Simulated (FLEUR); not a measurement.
# Ge (Fd-3m) in FLEUR: notebook

Runs on Ge. Level: LDA (Wigner correlation). Tasks: band structure, equation of state.

Program: FLEUR MaX-R8.1 (later development tree). These are calculated values, not measurements. Logs are shortened: lines on timing, memory, paths and dates and some standing lists are left out, and cuts for length are marked.

**Experimental background.**

From “Electronic and optical properties of SixGe1-x-ySny alloys lattice-matched to Ge”, 2021, arxiv:2109.02782, for a bulk crystal of Ge at 293 K: band gap 0.666 eV (indirect).

“Sub-monolayer structures of Ag overlayers on Ge(111): experimental observations and first-principles study”, 2019, arxiv:1908.00180 quotes, for a bulk crystal of Ge: bulk modulus 75.8 GPa.

The runs below are set against these values where they give the same quantity.

## (1) The structure

It takes space group Fd-3m (No. 227, cubic). The conventional cell has a = 5.658 Å, b = 5.658 Å, c = 5.658 Å, α = 90.00°, β = 90.00°, γ = 90.00°. Around Ge (site symmetry -43m) lie 4 Ge at 2.45 Å.

## (2) Band structure, LDA (Wigner correlation)

inp.xml

```xml
<?xml version="1.0" encoding="UTF-8" standalone="no"?>
<fleurInput fleurInputVersion="0.39">
   <comment>
      Ge                                                                                                  
   </comment>
   <calculationSetup>
      <cutoffs Kmax="3.88" Gmax="12.0" GmaxXC="12.0" numbands="0"/>
      <scfLoop itmax="60" minDistance="0.00001" maxIterBroyd="15" imix="Anderson" alpha="0.05" precondParam="0.0" spinf="2.0" sdNocoIR="T"/>
      <coreElectrons ctail="T" frcor="F" kcrel="0" coretail_lmax="0"/>
      <xcFunctional name="wign" relativisticCorrections="F"/>
      <magnetism jspins="1"/>
      <soc l_soc="F" theta="0.0" phi="0.0" spav="F"/>
      <expertModes spex="0" secvar="F"/>
      <geometryOptimization l_f="F" forcealpha="1.0" forcemix="BFGS" epsdisp="0.00001" epsforce="0.00001"/>
      <ldaU l_linMix="F" mixParam="0.05" spinf="1.0"/>
   </calculationSetup>
   <cell>
      <bzIntegration valenceElectrons="44.0" mode="hist" fermiSmearingEnergy="0.00183747">
         <kPointListSelection listName="default-1"/>
         <!-- k-points included here -->
         <xi:include xmlns:xi="http://www.w3.org/2001/XInclude" href="kpts.xml"> </xi:include>
      </bzIntegration>
      <!-- symmetry operations included here -->
      <xi:include xmlns:xi="http://www.w3.org/2001/XInclude" href="sym.xml"> </xi:include>
      <bulkLattice scale="1.0">
         <bravaisMatrix>
            <row-1>    0.0000000000000000     5.3458651311421859     5.3458651311421859</row-1>
            <row-2>    5.3458651311421859     0.0000000000000000     5.3458651311421859</row-2>
            <row-3>    5.3458651311421859     5.3458651311421859     0.0000000000000000</row-3>
         </bravaisMatrix>
      </bulkLattice>
   </cell>
   <atomSpecies>
      <species name="Germanium (Ge)" element="Ge" atomicNumber="32">
         <mtSphere radius="2.14" gridPoints="707" logIncrement="0.017"/>
         <atomicCutoffs lmax="9" lnonsphr="7"/>
         <electronConfig flipSpins="F">
            <coreConfig>(1s1/2) (2s1/2) (2p1/2) (2p3/2)</coreConfig>
            <valenceConfig>(3s1/2) (3p1/2) (3p3/2) (4s1/2) (3d3/2) (3d5/2) (4p1/2) (4p3/2)</valenceConfig>
            <stateOccupation state="(4p1/2)" spinUp="0.333333" spinDown="0.333333"/>
            <stateOccupation state="(4p3/2)" spinUp="0.666667" spinDown="0.666667"/>
         </electronConfig>
         <energyParameters s="4" p="4" d="3" f="4"/>
         <lo type="SCLO" l="0" n="3" eDeriv="0"/>
         <lo type="SCLO" l="1" n="3" eDeriv="0"/>
         <lo type="SCLO" l="1" n="3" eDeriv="1"/>
         <lo type="HELO" l="2" n="4" eDeriv="0"/>
         <lo type="HELO" l="2" n="4" eDeriv="1"/>
         <lo type="SCLO" l="3" n="4" eDeriv="2"/>
      </species>
   </atomSpecies>
   <atomGroups>
      <atomGroup species="Germanium (Ge)">
         <relPos label="                   1">-3.000/8.000 -3.000/8.000 -3.000/8.000</relPos>
         <relPos label="                   2">3.000/8.000 3.000/8.000 3.000/8.000</relPos>
         <force calculate="T" relaxXYZ="TTT"/>
      </atomGroup>
   </atomGroups>
   <output dos="F" band="F" slice="F">
      <checks vchk="F" cdinf="F"/>
      <bandDOS minEnergy="-.5*Htr" maxEnergy="0.5*Htr" sigma="0.015" storeEVData="T"/>
      <vacuumDOS vacdos="F" integ="F" star="F" nstars="0" locx1="0.0" locy1="0.0" locx2="0.0" locy2="0.0" nstm="0" tworkf="0.0"/>
      <unfoldingBand unfoldBand="F" supercellX="1" supercellY="1" supercellZ="1"/>
      <plotting iplot="0" polar="F">
         <plot TwoD="T" vec1="  1.0  0.0  0.0" vec2="  0.0  1.0  0.0" vec3="  0.0  0.0  1.0" zero="  0.0  0.0  0.0" file="plot"/>
      </plotting>
      <chargeDensitySlicing numkpt="0" minEigenval="0.0" maxEigenval="0.0" nnne="0" pallst="F"/>
      <specialOutput eonly="F"/>
      <moessbauerParams electricFieldGradient="T" isomerShift="T" coreHyperfine="T" valenceHyperfine="T"/>
      <magneticCircularDichroism mcd="F" energyLo="-10.0" energyUp="0.0"/>
   </output>
  <!-- We include the file relax.xml here to enable relaxations (see documentation) -->
  <xi:include xmlns:xi="http://www.w3.org/2001/XInclude" href="relax.xml"> <xi:fallback/> </xi:include>
</fleurInput>
```

crystal.txt

```
Ge
&input cartesian=F /
0.0000000000  2.8289100000  2.8289100000
2.8289100000  0.0000000000  2.8289100000
2.8289100000  2.8289100000  0.0000000000
1.8897261246
1.0 1.0 1.0

2
32 0.7500000000  0.7500000000  0.7500000000
32 0.5000000000  0.5000000000  0.5000000000

&kpt div1=8 div2=8 div3=8 gamma=T /
```

inp.xml (bands)

```
<?xml version="1.0" encoding="UTF-8" standalone="no"?>
<fleurInput fleurInputVersion="0.39">
   <comment>
      Ge                                                                                                  
   </comment>
   <calculationSetup>
      <cutoffs Kmax="3.88" Gmax="12.0" GmaxXC="12.0" numbands="0"/>
      <scfLoop itmax="60" minDistance="0.00001" maxIterBroyd="15" imix="Anderson" alpha="0.05" precondParam="0.0" spinf="2.0" sdNocoIR="T"/>
      <coreElectrons ctail="T" frcor="F" kcrel="0" coretail_lmax="0"/>
      <xcFunctional name="wign" relativisticCorrections="F"/>
      <magnetism jspins="1"/>
      <soc l_soc="F" theta="0.0" phi="0.0" spav="F"/>
      <expertModes spex="0" secvar="F"/>
      <geometryOptimization l_f="F" forcealpha="1.0" forcemix="BFGS" epsdisp="0.00001" epsforce="0.00001"/>
      <ldaU l_linMix="F" mixParam="0.05" spinf="1.0"/>
   </calculationSetup>
   <cell>
      <bzIntegration valenceElectrons="44.0" mode="hist" fermiSmearingEnergy="0.00183747">
         <kPointListSelection listName="path-1"/>
         <!-- k-points included here -->
         <xi:include xmlns:xi="http://www.w3.org/2001/XInclude" href="kpts.xml"> </xi:include>
      </bzIntegration>
      <!-- symmetry operations included here -->
      <xi:include xmlns:xi="http://www.w3.org/2001/XInclude" href="sym.xml"> </xi:include>
      <bulkLattice scale="1.0">
         <bravaisMatrix>
            <row-1>    0.0000000000000000     5.3458651311421859     5.3458651311421859</row-1>
            <row-2>    5.3458651311421859     0.0000000000000000     5.3458651311421859</row-2>
            <row-3>    5.3458651311421859     5.3458651311421859     0.0000000000000000</row-3>
         </bravaisMatrix>
      </bulkLattice>
   </cell>
   <atomSpecies>
      <species name="Germanium (Ge)" element="Ge" atomicNumber="32">
         <mtSphere radius="2.14" gridPoints="707" logIncrement="0.017"/>
         <atomicCutoffs lmax="9" lnonsphr="7"/>
         <electronConfig flipSpins="F">
            <coreConfig>(1s1/2) (2s1/2) (2p1/2) (2p3/2)</coreConfig>
            <valenceConfig>(3s1/2) (3p1/2) (3p3/2) (4s1/2) (3d3/2) (3d5/2) (4p1/2) (4p3/2)</valenceConfig>
            <stateOccupation state="(4p1/2)" spinUp="0.333333" spinDown="0.333333"/>
            <stateOccupation state="(4p3/2)" spinUp="0.666667" spinDown="0.666667"/>
         </electronConfig>
         <energyParameters s="4" p="4" d="3" f="4"/>
         <lo type="SCLO" l="0" n="3" eDeriv="0"/>
         <lo type="SCLO" l="1" n="3" eDeriv="0"/>
         <lo type="SCLO" l="1" n="3" eDeriv="1"/>
         <lo type="HELO" l="2" n="4" eDeriv="0"/>
         <lo type="HELO" l="2" n="4" eDeriv="1"/>
         <lo type="SCLO" l="3" n="4" eDeriv="2"/>
      </species>
   </atomSpecies>
   <atomGroups>
      <atomGroup species="Germanium (Ge)">
         <relPos label="                   1">-3.000/8.000 -3.000/8.000 -3.000/8.000</relPos>
         <relPos label="                   2">3.000/8.000 3.000/8.000 3.000/8.000</relPos>
         <force calculate="T" relaxXYZ="TTT"/>
      </atomGroup>
   </atomGroups>
   <output dos="F" band="T" slice="F">
      <checks vchk="F" cdinf="F"/>
      <bandDOS minEnergy="-.5*Htr" maxEnergy="0.5*Htr" sigma="0.015" storeEVData="T"/>
      <vacuumDOS vacdos="F" integ="F" star="F" nstars="0" locx1="0.0" locy1="0.0" locx2="0.0" locy2="0.0" nstm="0" tworkf="0.0"/>
      <unfoldingBand unfoldBand="F" supercellX="1" supercellY="1" supercellZ="1"/>
      <plotting iplot="0" polar="F">
         <plot TwoD="T" vec1="  1.0  0.0  0.0" vec2="  0.0  1.0  0.0" vec3="  0.0  0.0  1.0" zero="  0.0  0.0  0.0" file="plot"/>
      </plotting>
      <chargeDensitySlicing numkpt="0" minEigenval="0.0" maxEigenval="0.0" nnne="0" pallst="F"/>
      <specialOutput eonly="F"/>
      <moessbauerParams electricFieldGradient="T" isomerShift="T" coreHyperfine="T" valenceHyperfine="T"/>
      <magneticCircularDichroism mcd="F" energyLo="-10.0" energyUp="0.0"/>
   </output>
  <!-- We include the file relax.xml here to enable relaxations (see documentation) -->
  <xi:include xmlns:xi="http://www.w3.org/2001/XInclude" href="relax.xml"> <xi:fallback/> </xi:include>
</fleurInput>
```

Potentials or basis: all-electron, FLAPW.

Started as:

```
$ inpgen -f crystal.txt -profile fastHighL
$ # inp.xml edited to the form shown
$ fleur_MPI
$ fleur_MPI   # second run, on inp.xml (bands)
```

What it wrote:

```text
Welcome to FLEUR        (www.flapw.de)
      MaX-Release 8.1          (www.max-centre.eu)

 ========== k-point set info ==========
 Selected k-point list: default-1
 k-point list type: mesh
 8 x 8 x 8
 Number of k points: 29

 ------------Calculation Setup---------------------------
 Number of MPI-tasks      :            1
 Number of PE/node        :            1
 Number of OMP-threads    :            1
 Most efficient MPI parallelization for:
           1          29
 Additional eigenvalue parallelization possible
 Number of basis functions:          398
 Approximate size of matrices (H+S) per k-point:         0.002 GB
 --------------------------------------------------------
 Iteration:     1   Distance:       6.70325908 me/bohr^3
 Iteration:     2   Distance:       6.25234659 me/bohr^3
 Iteration:     3   Distance:       2.37681288 me/bohr^3
 Iteration:     4   Distance:       0.43477052 me/bohr^3
 Iteration:     5   Distance:       0.51529384 me/bohr^3
 Iteration:     6   Distance:       0.04645749 me/bohr^3
 Iteration:     7   Distance:       0.05168981 me/bohr^3
 Iteration:     8   Distance:       0.01085135 me/bohr^3
 Iteration:     9   Distance:       0.00052473 me/bohr^3
 Iteration:    10   Distance:       0.00044959 me/bohr^3
 Iteration:    11   Distance:       0.00002544 me/bohr^3
 Iteration:    12   Distance:       0.00001040 me/bohr^3
 Iteration:    13   Distance:       0.00000045 me/bohr^3

 ********************************************************************
 Run finished successfully
 Stop message:
   all done
 ********************************************************************
```

output (bands):

```text
Welcome to FLEUR        (www.flapw.de)
      MaX-Release 8.1          (www.max-centre.eu)

 ========== k-point set info ==========
 Selected k-point list: path-1
 k-point list type: path
 Number of k points: 60

 ------------Calculation Setup---------------------------
 Number of MPI-tasks      :            1
 Number of PE/node        :            1
 Number of OMP-threads    :            1
 Most efficient MPI parallelization for:
           1           2           3           4           5           6          10          12          15          20          30          60
 Additional eigenvalue parallelization possible
 Number of basis functions:          398
 Approximate size of matrices (H+S) per k-point:         0.002 GB
 --------------------------------------------------------
 Fermi energy correction for metals:
 Fermi energy in bands.* files may not be consistent with last density.
 Please correct it manually (e.g. in band.gnu file).

 Note: Band structure data (together with different weights) is also stored in the banddos.hdf file.
       A convenient way of extracting and plotting the data from that file is by making use of the

 ********************************************************************
 Run finished successfully
 Stop message:
   Charge density postprocessing done.
 ********************************************************************
```

out.xml (last iteration):

```text
<iteration numberForCurrentRun="   13" overallNumber="   13">
         <energyParameters units="Htr">
            <atomicEP atomType="1" spin="1" branch="4s" branchLowest="-5.75" branchHighest="1.03" value="-0.1709053921"/>
            <atomicEP atomType="1" spin="1" branch="4p" branchLowest="-3.83" branchHighest="1.73" value="0.0420322958"/>
            <atomicEP atomType="1" spin="1" branch="3d" branchLowest="-9.99" branchHighest="-0.65" value="-0.6753613622"/>
            <atomicEP atomType="1" spin="1" branch="4f" branchLowest="-9.99" branchHighest="3.66" value="0.4002658012"/>
            <loAtomicEP atomType="1" spin="1" branch="3s" branchLowest="-49.90" branchHighest="-5.75" value="-5.7557681097"/>
            <loAtomicEP atomType="1" spin="1" branch="3p" branchLowest="-43.59" branchHighest="-3.83" value="-3.8342040829"/>
            <loAtomicEP atomType="1" spin="1" branch="3p" branchLowest="-43.59" branchHighest="-3.83" value="-3.8342040829"/>
            <heloAtomicEP atomType="1" spin="1" branch="4d" branchLowest="2.14" branchHighest="2.14" value="2.1420215475"/>
            <heloAtomicEP atomType="1" spin="1" branch="4d" branchLowest="2.14" branchHighest="2.14" value="2.1420215475"/>
            <loAtomicEP atomType="1" spin="1" branch="4f" branchLowest="-9.99" branchHighest="3.66" value="0.4002698596"/>
         </energyParameters>
         <eigenvalues>
            <eigenvaluesAt spin="1" ikpt="1" k_x="0.00000000" k_y="0.00000000" k_z="0.00000000">
                      -5.7558098572       -5.7557178018       -3.8322370549       -3.8322370549       -3.8322370549
                      -3.8319183984       -3.8319183984       -3.8319183984       -0.6882065485       -0.6882065485
                      -0.6882065485       -0.6866552858       -0.6866552858       -0.6787978857       -0.6787978857
                      -0.6787978857       -0.6784345399       -0.6784345399       -0.2556916748        0.2108033437
                       0.2159573854        0.2159573854        0.2159573854        0.3074933309        0.3074933309
                       0.3074933309        0.4395994369        0.5634349807        0.5634349807        0.6048597340
                       0.6048597340        0.6048597340        0.7093757638        1.1310578984
            </eigenvaluesAt>
            <eigenvaluesAt spin="1" ikpt="2" k_x="0.00000000" k_y="0.00000000" k_z="0.12500000">
                      -5.7558066120       -5.7557212991       -3.8322477036       -3.8322477036       -3.8322402268
[... 38 lines left out ...]
            <state n="2" l="0" j="0.5" energy="-49.8963763982" weight="1.0000000000"/>
            <state n="2" l="1" j="0.5" energy="-44.3847478818" weight="1.0000000000"/>
            <state n="2" l="1" j="1.5" energy="-43.2161318688" weight="2.0000000000"/>
         </coreStates>
         <allElectronCharges>
            <spinDependentCharge spin="1" total="64.0000000" interstitial="4.1157218" mtSpheres="59.8842782"/>
            <totalCharge value="64.0000000008"/>
         </allElectronCharges>
         <moessbauerParams unitsHFF="kG" unitsIS="e/bohr^3" unitsEFG="Htr/bohr^2">
            <coreIsomerShift atomType="1" isTotal="31297.14808">
               <shell n="1" l="0" isomerShift="28415.58595"/>
               <shell n="2" l="0" isomerShift="2856.43575"/>
               <shell n="2" l="1" isomerShift="25.12638"/>
            </coreIsomerShift>
            <isomerShift atomType="1" nucleusRadius="0.0000986" averageDensity="31765.59185"/>
            <electricFieldGradient atomType="1" VXX="0.00000" VYY="0.00000" VZZ="0.00000" asymParam="0.00000">
            </electricFieldGradient>
         </moessbauerParams>
         <totalEnergy                                    value="    -4189.9975950469" units="Htr">
            <sumOfEigenvalues                            value="    -2411.6008776364">
               <coreElectrons value="-2328.9865762459"/>
               <valenceElectrons value="-82.6143013904"/>
            </sumOfEigenvalues>
            <densityCoulombPotentialIntegral value="-6487.9921744893"/>
            <densityEffectivePotentialIntegral value="-6688.4650668957"/>
            <chargeDenXCDenIntegral value="-151.1580649782"/>
            <FockExchangeEnergyValence value="0.0000000000"/>
            <FockExchangeEnergyCore value="0.0000000000"/>
            <atomTypeDependentContributions atomType="1">
               <electronNucleiInteractionDifferentMTs value="5038.7006225936"/>
               <MadelungTerm value="-33.0070094898"/>
            </atomTypeDependentContributions>
            <tkbTimesEntropy value="0.0000402286"/>
            <freeEnergy value="-4189.9976352755"/>
            <extrapolationTo0K value="-4189.9976151612"/>
         </totalEnergy>
         <densityConvergence units="me/bohr^3">
            <chargeDensity spin="1" distance="0.0000004467"/>
         </densityConvergence>
      </iteration>
```

Run time: 20 s. Hardware: 1 thread of Arm Neoverse V1, shared host; peak memory 0.05 GiB.

Results:

```yaml
Free_energy: -114015.6440 eV
Band_gap_along_the_path: none (metal or under the smearing width)
Valence_electrons_inside_the_program's_atomic_spheres: Ge 19.94 (radii Ge 2.14 bohr)
```

Levels at the corners of the path, in eV from the Fermi level:
```csv
point,band 18,band 19,band 20,band 21,band 22,band 23,band 24,band 25,band 26,band 27
Γ,-24.31,-12.80,-0.11,0.03,0.03,0.03,2.52,2.52,2.52,6.12
X,-24.26,-8.91,-8.91,-3.07,-3.07,0.62,0.62,9.43,9.43,11.44
W,-24.25,-8.81,-8.81,-3.93,-3.93,4.25,4.25,4.61,4.61,10.93
K,-24.24,-9.38,-8.32,-4.37,-2.63,1.04,3.99,7.11,7.33,8.07
Γ,-24.31,-12.80,-0.11,0.03,0.03,0.03,2.52,2.52,2.52,6.12
L,-24.28,-10.70,-7.64,-1.38,-1.38,0.06,3.70,3.70,6.88,10.35
U,-24.24,-9.38,-8.32,-4.37,-2.63,1.04,3.99,7.11,7.33,8.07
W,-24.25,-8.81,-8.81,-3.93,-3.93,4.25,4.25,4.61,4.61,10.93
L,-24.28,-10.70,-7.64,-1.38,-1.38,0.06,3.70,3.70,6.88,10.35
K,-24.24,-9.38,-8.32,-4.37,-2.63,1.04,3.99,7.11,7.33,8.07
U,-24.24,-9.38,-8.32,-4.37,-2.63,1.04,3.99,7.11,7.33,8.07
X,-24.26,-8.91,-8.91,-3.07,-3.07,0.62,0.62,9.43,9.43,11.44
```

Core levels (eV from the Fermi level):
```
atom                                                       levels
1 Ge  1s1/2 -10932.1, 2s1/2 -1363.6, 2p1/2 -1213.6, 2p3/2 -1181.8
2 Ge  1s1/2 -10932.1, 2s1/2 -1363.6, 2p1/2 -1213.6, 2p3/2 -1181.8
```

Caveat: this crystal is a semiconductor, whose small gap the functional closes, so the metal is an error of the method.

(Continued in part 2 of 2.)
